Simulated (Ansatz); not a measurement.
What DFT gives for Zn

```yaml
crystal:
  lattice:
    - [-1.88823, 1.88823, 1.88823]
    - [1.88823, -1.88823, 1.88823]
    - [1.88823, 1.88823, -1.88823]
  atoms:
    - { symbol: Zn, position: [0.00000, 0.00000, 0.00000] }
```

The numbers come from plane-wave PAW DFT (Ansatz): PBE, no spin polarisation, 420 eV, 12×12×12 Γ-centred k points, methfessel-paxton occupations (width 0.1814 eV). Nothing was relaxed.

**Question.** Metal or insulator?

**Answer.** It is a metal, with about 0.26 states/eV a cell as the mean within 0.25 eV of the Fermi level.

**Question.** What do density and ELF say about some of the short contacts?

**Answer.** Zn–Zn at 3.27 Å: least valence density 0.09 e/Å³ and ELF 0.21 there. These are pseudo-fields; inside the PAW spheres they differ from the all-electron ones.

**Question.** Is the cell too large or too small?

**Answer.** The pressure is -5.9 GPa (compression positive), so with the atoms held at these fractions the cell would first shrink.

Origin: a known structure type with other elements, at an estimated volume, so it need not be a known compound. Caveats: wide smearing.
